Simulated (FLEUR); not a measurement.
# Ga (C2/c) in FLEUR: a series of runs

The runs below take Ga through band structure, equation of state, with SCAN.

Program: FLEUR MaX-R8.1 (later development tree). These are calculated values, not measurements. Logs are shortened: lines on timing, memory, paths and dates and some standing lists are left out, and cuts for length are marked.

**1. Starting point**

Symmetry: C2/c, No. 15, monoclinic system. The conventional cell has a = 2.766 Å, b = 8.053 Å, c = 3.332 Å, α = 90.00°, β = 92.02°, γ = 90.00°. Ga (site symmetry 2) has 8 Ga at 2.69 to 2.92 Å as nearest neighbours.

This isn't the form of Ga at room conditions, which is orthorhombic.

**2. Band structure, SCAN**

The input, inp.xml:

```xml
<?xml version="1.0" encoding="UTF-8" standalone="no"?>
<fleurInput fleurInputVersion="0.39">
   <comment>
      Ga                                                                                                  
   </comment>
   <calculationSetup>
      <cutoffs Kmax="4.17" Gmax="12.9" GmaxXC="12.9" numbands="0"/>
      <scfLoop itmax="80" minDistance="0.0001" maxIterBroyd="30" imix="Anderson" alpha="0.05" precondParam="0.0" spinf="2.0" sdNocoIR="T"/>
      <coreElectrons ctail="F" frcor="F" kcrel="0" coretail_lmax="0"/>
      <xcFunctional name="LibXC" relativisticCorrections="F">
         <LibXCName exchange="mgga_x_scan" correlation="mgga_c_scan"/>
         <AuxGGA exchange="117" correlation="130"/>
      </xcFunctional>
      <magnetism jspins="1"/>
      <soc l_soc="F" theta="0.0" phi="0.0" spav="F"/>
      <expertModes spex="0" secvar="F"/>
      <geometryOptimization l_f="F" forcealpha="1.0" forcemix="BFGS" epsdisp="0.00001" epsforce="0.00001"/>
      <ldaU l_linMix="F" mixParam="0.05" spinf="1.0"/>
   </calculationSetup>
   <cell>
      <bzIntegration valenceElectrons="42.0" mode="hist" fermiSmearingEnergy="0.00183747">
         <kPointListSelection listName="default-1"/>
         <!-- k-points included here -->
         <xi:include xmlns:xi="http://www.w3.org/2001/XInclude" href="kpts.xml"> </xi:include>
      </bzIntegration>
      <!-- symmetry operations included here -->
      <xi:include xmlns:xi="http://www.w3.org/2001/XInclude" href="sym.xml"> </xi:include>
      <bulkLattice scale="1.0">
         <bravaisMatrix>
            <row-1>    2.6134912303217996    -7.6089822407019003     0.0000000000000000</row-1>
            <row-2>    2.6134912303217996     7.6089822407019003     0.0000000000000000</row-2>
            <row-3>   -0.2219435991923826     0.0000000000000000     6.2926546588662093</row-3>
         </bravaisMatrix>
      </bulkLattice>
   </cell>
   <atomSpecies>
      <species name="Gallium (Ga)" element="Ga" atomicNumber="31">
         <mtSphere radius="2.35" gridPoints="777" logIncrement="0.016"/>
         <atomicCutoffs lmax="9" lnonsphr="9"/>
         <electronConfig flipSpins="F">
            <coreConfig>(1s1/2) (2s1/2) (2p1/2) (2p3/2)</coreConfig>
            <valenceConfig>(3s1/2) (3p1/2) (3p3/2) (4s1/2) (3d3/2) (3d5/2) (4p1/2) (4p3/2)</valenceConfig>
            <stateOccupation state="(4p1/2)" spinUp="0.166667" spinDown="0.166667"/>
            <stateOccupation state="(4p3/2)" spinUp="0.333333" spinDown="0.333333"/>
         </electronConfig>
         <energyParameters s="4" p="4" d="3" f="4"/>
         <lo type="SCLO" l="0" n="3" eDeriv="0"/>
         <lo type="SCLO" l="1" n="3" eDeriv="0"/>
         <lo type="SCLO" l="1" n="3" eDeriv="1"/>
         <lo type="HELO" l="2" n="4" eDeriv="0"/>
         <lo type="HELO" l="2" n="4" eDeriv="1"/>
         <lo type="SCLO" l="3" n="4" eDeriv="2"/>
      </species>
   </atomSpecies>
   <atomGroups>
      <atomGroup species="Gallium (Ga)">
         <relPos label="                   1">.1310000000 -.1310000000 -1.000/4.000</relPos>
         <relPos label="                   2">-.1310000000 .1310000000 1.000/4.000</relPos>
         <force calculate="T" relaxXYZ="TTT"/>
      </atomGroup>
   </atomGroups>
   <output dos="F" band="F" slice="F">
      <checks vchk="F" cdinf="F"/>
      <bandDOS minEnergy="-.5*Htr" maxEnergy="0.5*Htr" sigma="0.015" storeEVData="T"/>
      <vacuumDOS vacdos="F" integ="F" star="F" nstars="0" locx1="0.0" locy1="0.0" locx2="0.0" locy2="0.0" nstm="0" tworkf="0.0"/>
      <unfoldingBand unfoldBand="F" supercellX="1" supercellY="1" supercellZ="1"/>
      <plotting iplot="0" polar="F">
         <plot TwoD="T" vec1="  1.0  0.0  0.0" vec2="  0.0  1.0  0.0" vec3="  0.0  0.0  1.0" zero="  0.0  0.0  0.0" file="plot"/>
      </plotting>
      <chargeDensitySlicing numkpt="0" minEigenval="0.0" maxEigenval="0.0" nnne="0" pallst="F"/>
      <specialOutput eonly="F"/>
      <moessbauerParams electricFieldGradient="T" isomerShift="T" coreHyperfine="T" valenceHyperfine="T"/>
      <magneticCircularDichroism mcd="F" energyLo="-10.0" energyUp="0.0"/>
   </output>
  <!-- We include the file relax.xml here to enable relaxations (see documentation) -->
  <xi:include xmlns:xi="http://www.w3.org/2001/XInclude" href="relax.xml"> <xi:fallback/> </xi:include>
</fleurInput>
```

The input, crystal.txt:

```
Ga
&input cartesian=F /
1.3830000000  -4.0265000000  0.0000000000
1.3830000000  4.0265000000  0.0000000000
-0.1174474948  0.0000000000  3.3299294416
1.8897261246
1.0 1.0 1.0

2
31 0.1310000000  0.8690000000  0.7500000000
31 0.8690000000  0.1310000000  0.2500000000

&kpt div1=10 div2=10 div3=8 gamma=T /
```

The input, inp.xml (bands):

```
<?xml version="1.0" encoding="UTF-8" standalone="no"?>
<fleurInput fleurInputVersion="0.39">
   <comment>
      Ga                                                                                                  
   </comment>
   <calculationSetup>
      <cutoffs Kmax="4.17" Gmax="12.9" GmaxXC="12.9" numbands="0"/>
      <scfLoop itmax="80" minDistance="0.0001" maxIterBroyd="30" imix="Anderson" alpha="0.05" precondParam="0.0" spinf="2.0" sdNocoIR="T"/>
      <coreElectrons ctail="F" frcor="F" kcrel="0" coretail_lmax="0"/>
      <xcFunctional name="LibXC" relativisticCorrections="F">
         <LibXCName exchange="mgga_x_scan" correlation="mgga_c_scan"/>
         <AuxGGA exchange="117" correlation="130"/>
      </xcFunctional>
      <magnetism jspins="1"/>
      <soc l_soc="F" theta="0.0" phi="0.0" spav="F"/>
      <expertModes spex="0" secvar="F"/>
      <geometryOptimization l_f="F" forcealpha="1.0" forcemix="BFGS" epsdisp="0.00001" epsforce="0.00001"/>
      <ldaU l_linMix="F" mixParam="0.05" spinf="1.0"/>
   </calculationSetup>
   <cell>
      <bzIntegration valenceElectrons="42.0" mode="hist" fermiSmearingEnergy="0.00183747">
         <kPointListSelection listName="path-1"/>
         <!-- k-points included here -->
         <xi:include xmlns:xi="http://www.w3.org/2001/XInclude" href="kpts.xml"> </xi:include>
      </bzIntegration>
      <!-- symmetry operations included here -->
      <xi:include xmlns:xi="http://www.w3.org/2001/XInclude" href="sym.xml"> </xi:include>
      <bulkLattice scale="1.0">
         <bravaisMatrix>
            <row-1>    2.6134912303217996    -7.6089822407019003     0.0000000000000000</row-1>
            <row-2>    2.6134912303217996     7.6089822407019003     0.0000000000000000</row-2>
            <row-3>   -0.2219435991923826     0.0000000000000000     6.2926546588662093</row-3>
         </bravaisMatrix>
      </bulkLattice>
   </cell>
   <atomSpecies>
      <species name="Gallium (Ga)" element="Ga" atomicNumber="31">
         <mtSphere radius="2.35" gridPoints="777" logIncrement="0.016"/>
         <atomicCutoffs lmax="9" lnonsphr="9"/>
         <electronConfig flipSpins="F">
            <coreConfig>(1s1/2) (2s1/2) (2p1/2) (2p3/2)</coreConfig>
            <valenceConfig>(3s1/2) (3p1/2) (3p3/2) (4s1/2) (3d3/2) (3d5/2) (4p1/2) (4p3/2)</valenceConfig>
            <stateOccupation state="(4p1/2)" spinUp="0.166667" spinDown="0.166667"/>
            <stateOccupation state="(4p3/2)" spinUp="0.333333" spinDown="0.333333"/>
         </electronConfig>
         <energyParameters s="4" p="4" d="3" f="4"/>
         <lo type="SCLO" l="0" n="3" eDeriv="0"/>
         <lo type="SCLO" l="1" n="3" eDeriv="0"/>
         <lo type="SCLO" l="1" n="3" eDeriv="1"/>
         <lo type="HELO" l="2" n="4" eDeriv="0"/>
         <lo type="HELO" l="2" n="4" eDeriv="1"/>
         <lo type="SCLO" l="3" n="4" eDeriv="2"/>
      </species>
   </atomSpecies>
   <atomGroups>
      <atomGroup species="Gallium (Ga)">
         <relPos label="                   1">.1310000000 -.1310000000 -1.000/4.000</relPos>
         <relPos label="                   2">-.1310000000 .1310000000 1.000/4.000</relPos>
         <force calculate="T" relaxXYZ="TTT"/>
      </atomGroup>
   </atomGroups>
   <output dos="F" band="T" slice="F">
      <checks vchk="F" cdinf="F"/>
      <bandDOS minEnergy="-.5*Htr" maxEnergy="0.5*Htr" sigma="0.015" storeEVData="T"/>
      <vacuumDOS vacdos="F" integ="F" star="F" nstars="0" locx1="0.0" locy1="0.0" locx2="0.0" locy2="0.0" nstm="0" tworkf="0.0"/>
      <unfoldingBand unfoldBand="F" supercellX="1" supercellY="1" supercellZ="1"/>
      <plotting iplot="0" polar="F">
         <plot TwoD="T" vec1="  1.0  0.0  0.0" vec2="  0.0  1.0  0.0" vec3="  0.0  0.0  1.0" zero="  0.0  0.0  0.0" file="plot"/>
      </plotting>
      <chargeDensitySlicing numkpt="0" minEigenval="0.0" maxEigenval="0.0" nnne="0" pallst="F"/>
      <specialOutput eonly="F"/>
      <moessbauerParams electricFieldGradient="T" isomerShift="T" coreHyperfine="T" valenceHyperfine="T"/>
      <magneticCircularDichroism mcd="F" energyLo="-10.0" energyUp="0.0"/>
   </output>
  <!-- We include the file relax.xml here to enable relaxations (see documentation) -->
  <xi:include xmlns:xi="http://www.w3.org/2001/XInclude" href="relax.xml"> <xi:fallback/> </xi:include>
</fleurInput>
```

Potentials or basis: all-electron, FLAPW.

Started as:

```console
> inpgen -f crystal.txt -profile fastHighL
> # inp.xml edited to the form shown
> fleur_MPI
> fleur_MPI   # second run, on inp.xml (bands)
```

The program printed:

```text
Welcome to FLEUR        (www.flapw.de)
      MaX-Release 8.1          (www.max-centre.eu)
 func_ids         267         263         267         263
 MetaGGA potential functional detected - V_tau will be computed
 Auxiliary Potential for radial basis: exchange=         117  correlation=         130
The functional 'SCAN exchange of Sun, Ruzsinszky, and Perdew' is an exchange functional, it belongs to the 'MGGA' family and is defined in the reference(s):
[1] J. Sun, A. Ruzsinszky, and J. P. Perdew.,  Phys. Rev. Lett. 115, 036402 (2015)
The functional 'SCAN correlation of Sun, Ruzsinszky, and Perdew' is a correlation functional, it belongs to the 'MGGA' family and is defined in the reference(s):
[1] J. Sun, A. Ruzsinszky, and J. P. Perdew.,  Phys. Rev. Lett. 115, 036402 (2015)
 Using same functional for VXC and EXC

 ========== k-point set info ==========
 Selected k-point list: default-1
 k-point list type: mesh
 10 x 10 x 8
 Number of k points: 227

 ------------Calculation Setup---------------------------
 Number of MPI-tasks      :            1
 Number of PE/node        :            1
 Number of OMP-threads    :            1
 Most efficient MPI parallelization for:
           1         227
 Additional eigenvalue parallelization possible
 Number of basis functions:          400
 Approximate size of matrices (H+S) per k-point:         0.002 GB
 --------------------------------------------------------
The functional 'Hammer, Hansen, and Norskov' is an exchange functional, it belongs to the 'GGA' family and is defined in the reference(s):
[1] B. Hammer, L. B. Hansen, and J. K. Nørskov.,  Phys. Rev. B 59, 7413 (1999)
The functional 'Perdew, Burke & Ernzerhof' is a correlation functional, it belongs to the 'GGA' family and is defined in the reference(s):
[1] J. P. Perdew, K. Burke, and M. Ernzerhof.,  Phys. Rev. Lett. 77, 3865 (1996)
[2] J. P. Perdew, K. Burke, and M. Ernzerhof.,  Phys. Rev. Lett. 78, 1396 (1997)
 Using same functional for VXC and EXC
 Using auxiliary GGA potential for the first iteration of MetaGGA calculation.
 Reset of history
 Reset of history
 Iteration:     1   Distance:      20.49952138 me/bohr^3
The functional 'Hammer, Hansen, and Norskov' is an exchange functional, it belongs to the 'GGA' family and is defined in the reference(s):
[1] B. Hammer, L. B. Hansen, and J. K. Nørskov.,  Phys. Rev. B 59, 7413 (1999)
The functional 'Perdew, Burke & Ernzerhof' is a correlation functional, it belongs to the 'GGA' family and is defined in the reference(s):
[1] J. P. Perdew, K. Burke, and M. Ernzerhof.,  Phys. Rev. Lett. 77, 3865 (1996)
[2] J. P. Perdew, K. Burke, and M. Ernzerhof.,  Phys. Rev. Lett. 78, 1396 (1997)
 Using same functional for VXC and EXC
 Iteration:     2   Distance:      19.78197012 me/bohr^3
The functional 'Hammer, Hansen, and Norskov' is an exchange functional, it belongs to the 'GGA' family and is defined in the reference(s):
[1] B. Hammer, L. B. Hansen, and J. K. Nørskov.,  Phys. Rev. B 59, 7413 (1999)
The functional 'Perdew, Burke & Ernzerhof' is a correlation functional, it belongs to the 'GGA' family and is defined in the reference(s):
[1] J. P. Perdew, K. Burke, and M. Ernzerhof.,  Phys. Rev. Lett. 77, 3865 (1996)
[2] J. P. Perdew, K. Burke, and M. Ernzerhof.,  Phys. Rev. Lett. 78, 1396 (1997)
 Using same functional for VXC and EXC
 Iteration:     3   Distance:      18.74370517 me/bohr^3
The functional 'Hammer, Hansen, and Norskov' is an exchange functional, it belongs to the 'GGA' family and is defined in the reference(s):
[1] B. Hammer, L. B. Hansen, and J. K. Nørskov.,  Phys. Rev. B 59, 7413 (1999)
The functional 'Perdew, Burke & Ernzerhof' is a correlation functional, it belongs to the 'GGA' family and is defined in the reference(s):
[1] J. P. Perdew, K. Burke, and M. Ernzerhof.,  Phys. Rev. Lett. 77, 3865 (1996)
[2] J. P. Perdew, K. Burke, and M. Ernzerhof.,  Phys. Rev. Lett. 78, 1396 (1997)
 Using same functional for VXC and EXC
 Iteration:     4   Distance:       2.59747629 me/bohr^3
The functional 'Hammer, Hansen, and Norskov' is an exchange functional, it belongs to the 'GGA' family and is defined in the reference(s):
[1] B. Hammer, L. B. Hansen, and J. K. Nørskov.,  Phys. Rev. B 59, 7413 (1999)
The functional 'Perdew, Burke & Ernzerhof' is a correlation functional, it belongs to the 'GGA' family and is defined in the reference(s):
[1] J. P. Perdew, K. Burke, and M. Ernzerhof.,  Phys. Rev. Lett. 77, 3865 (1996)
[2] J. P. Perdew, K. Burke, and M. Ernzerhof.,  Phys. Rev. Lett. 78, 1396 (1997)
 Using same functional for VXC and EXC
 Iteration:     5   Distance:       1.93554359 me/bohr^3
The functional 'Hammer, Hansen, and Norskov' is an exchange functional, it belongs to the 'GGA' family and is defined in the reference(s):
[... 53 lines left out ...]
 Using same functional for VXC and EXC
 Iteration:    13   Distance:       0.00161679 me/bohr^3
The functional 'Hammer, Hansen, and Norskov' is an exchange functional, it belongs to the 'GGA' family and is defined in the reference(s):
[1] B. Hammer, L. B. Hansen, and J. K. Nørskov.,  Phys. Rev. B 59, 7413 (1999)
The functional 'Perdew, Burke & Ernzerhof' is a correlation functional, it belongs to the 'GGA' family and is defined in the reference(s):
[1] J. P. Perdew, K. Burke, and M. Ernzerhof.,  Phys. Rev. Lett. 77, 3865 (1996)
[2] J. P. Perdew, K. Burke, and M. Ernzerhof.,  Phys. Rev. Lett. 78, 1396 (1997)
 Using same functional for VXC and EXC
 Iteration:    14   Distance:       0.00050447 me/bohr^3
The functional 'Hammer, Hansen, and Norskov' is an exchange functional, it belongs to the 'GGA' family and is defined in the reference(s):
[1] B. Hammer, L. B. Hansen, and J. K. Nørskov.,  Phys. Rev. B 59, 7413 (1999)
The functional 'Perdew, Burke & Ernzerhof' is a correlation functional, it belongs to the 'GGA' family and is defined in the reference(s):
[1] J. P. Perdew, K. Burke, and M. Ernzerhof.,  Phys. Rev. Lett. 77, 3865 (1996)
[2] J. P. Perdew, K. Burke, and M. Ernzerhof.,  Phys. Rev. Lett. 78, 1396 (1997)
 Using same functional for VXC and EXC
 Iteration:    15   Distance:       0.00079930 me/bohr^3
The functional 'Hammer, Hansen, and Norskov' is an exchange functional, it belongs to the 'GGA' family and is defined in the reference(s):
[1] B. Hammer, L. B. Hansen, and J. K. Nørskov.,  Phys. Rev. B 59, 7413 (1999)
The functional 'Perdew, Burke & Ernzerhof' is a correlation functional, it belongs to the 'GGA' family and is defined in the reference(s):
[1] J. P. Perdew, K. Burke, and M. Ernzerhof.,  Phys. Rev. Lett. 77, 3865 (1996)
[2] J. P. Perdew, K. Burke, and M. Ernzerhof.,  Phys. Rev. Lett. 78, 1396 (1997)
 Using same functional for VXC and EXC
 Iteration:    16   Distance:       0.00009169 me/bohr^3

 ********************************************************************
 Run finished successfully
 Stop message:
   all done
 ********************************************************************
```

It took 4.2 min on 1 thread of Arm Neoverse V2, shared host; peak memory 0.12 GiB.

What came out:

| Quantity | Value |
| --- | --- |
| Free energy | -105823.6011 eV |
| Band gap along the path | none (metal or under the smearing width) |
| Valence electrons inside the program's atomic spheres | Ga 19.52 (radii Ga 2.35 bohr) |

Levels at the corners of the path, in eV from the Fermi level:
| point | band 18 | band 19 | band 20 | band 21 | band 22 | band 23 | band 24 | band 25 |
| --- | --- | --- | --- | --- | --- | --- | --- | --- |
| Γ | -14.95 | -11.85 | -2.29 | -1.59 | 1.64 | 5.97 | 10.19 | 10.69 |
| Y | -14.96 | -5.80 | -5.41 | -4.03 | 4.45 | 4.85 | 6.71 | 8.11 |
| F | -14.98 | -2.82 | -2.68 | -2.12 | -1.60 | 0.05 | 0.63 | 8.36 |
| H | -14.97 | -2.66 | -2.46 | -2.19 | -1.69 | 0.47 | 0.69 | 8.04 |
| Z | -15.01 | -8.20 | -8.20 | 1.70 | 1.70 | 2.74 | 2.74 | 12.23 |
| I | -15.10 | -6.33 | -6.33 | -4.61 | -4.61 | 11.38 | 11.38 | 12.51 |
| F1 | -14.98 | -2.82 | -2.68 | -2.12 | -1.60 | 0.05 | 0.63 | 8.36 |
| H1 | -14.97 | -2.66 | -2.46 | -2.19 | -1.69 | 0.47 | 0.69 | 8.04 |
| Y1 | -14.96 | -5.80 | -5.41 | -4.03 | 4.45 | 4.85 | 6.71 | 8.11 |
| X | -15.01 | -9.65 | -9.01 | 4.08 | 4.84 | 6.34 | 6.37 | 7.88 |
| Γ | -14.95 | -11.85 | -2.29 | -1.59 | 1.64 | 5.97 | 10.19 | 10.69 |
| N | -14.97 | -6.35 | -5.31 | -1.47 | 0.11 | 6.09 | 6.96 | 8.87 |
| M | -14.97 | -3.03 | -2.96 | -1.76 | -1.56 | 1.83 | 2.39 | 4.68 |
| Γ | -14.95 | -11.85 | -2.29 | -1.59 | 1.64 | 5.97 | 10.19 | 10.69 |

Core levels (eV from the Fermi level):
| atom | levels |
| --- | --- |
| 1 Ga | 1s1/2 -10223.1, 2s1/2 -1256.9, 2p1/2 -1111.7, 2p3/2 -1084.1 |
| 2 Ga | 1s1/2 -10223.1, 2s1/2 -1256.9, 2p1/2 -1111.7, 2p3/2 -1084.1 |

Caveat: the meta-GGA is that of a development version, with a GGA for the radial functions and cores and without core tails.

**3. Equation of state, SCAN, 17.43 Å³/atom (volume scaled by 0.94)**

Changes to inp.xml since step 2:

```diff
@@ -6,3 +6,3 @@
    <calculationSetup>
-      <cutoffs Kmax="4.17" Gmax="12.9" GmaxXC="12.9" numbands="0"/>
+      <cutoffs Kmax="4.3" Gmax="13.3" GmaxXC="13.3" numbands="0"/>
       <scfLoop itmax="80" minDistance="0.0001" maxIterBroyd="30" imix="Anderson" alpha="0.05" precondParam="0.0" spinf="2.0" sdNocoIR="T"/>
@@ -27,3 +27,3 @@
       <xi:include xmlns:xi="http://www.w3.org/2001/XInclude" href="sym.xml"> </xi:include>
-      <bulkLattice scale="1.0">
+      <bulkLattice scale="0.9795861087">
          <bravaisMatrix>
@@ -37,3 +37,3 @@
       <species name="Gallium (Ga)" element="Ga" atomicNumber="31">
-         <mtSphere radius="2.35" gridPoints="777" logIncrement="0.016"/>
+         <mtSphere radius="2.28" gridPoints="777" logIncrement="0.016"/>
          <atomicCutoffs lmax="9" lnonsphr="9"/>
```

Potentials or basis: all-electron, FLAPW.

Started as:

```console
> inpgen -f crystal.txt -profile fastHighL
> # inp.xml edited to the form shown
> fleur_MPI
```

Run time: 4.2 min. Hardware: 1 thread of Arm Neoverse V2, shared host; peak memory 0.12 GiB.

The run converged. Its results:

```
Free energy                                           : -105823.6054 eV
Band gap on the k mesh                                : none (metal or under the smearing width)
Valence electrons inside the program's atomic spheres : Ga 19.42 (radii Ga 2.28 bohr)
```

Caveat: the meta-GGA is that of a development version, with a GGA for the radial functions and cores and without core tails.

**4. Equation of state, SCAN, 17.80 Å³/atom (volume scaled by 0.96)**

Changes to inp.xml since step 3:

```diff
@@ -27,3 +27,3 @@
       <xi:include xmlns:xi="http://www.w3.org/2001/XInclude" href="sym.xml"> </xi:include>
-      <bulkLattice scale="0.9795861087">
+      <bulkLattice scale="0.9864848297">
          <bravaisMatrix>
```

Started as:

```console
> inpgen -f crystal.txt -profile fastHighL
> # inp.xml edited to the form shown
> fleur_MPI
```

Run time: 4.3 min. Hardware: 1 thread of Arm Neoverse V2, shared host; peak memory 0.12 GiB.

Results (log left out):

```yaml
Free_energy: -105823.6096 eV
Band_gap_on_the_k_mesh: none (metal or under the smearing width)
Valence_electrons_inside_the_program's_atomic_spheres: Ga 19.41 (radii Ga 2.28 bohr)
```

Caveat: the meta-GGA is that of a development version, with a GGA for the radial functions and cores and without core tails.

[end of part 1 of 2]
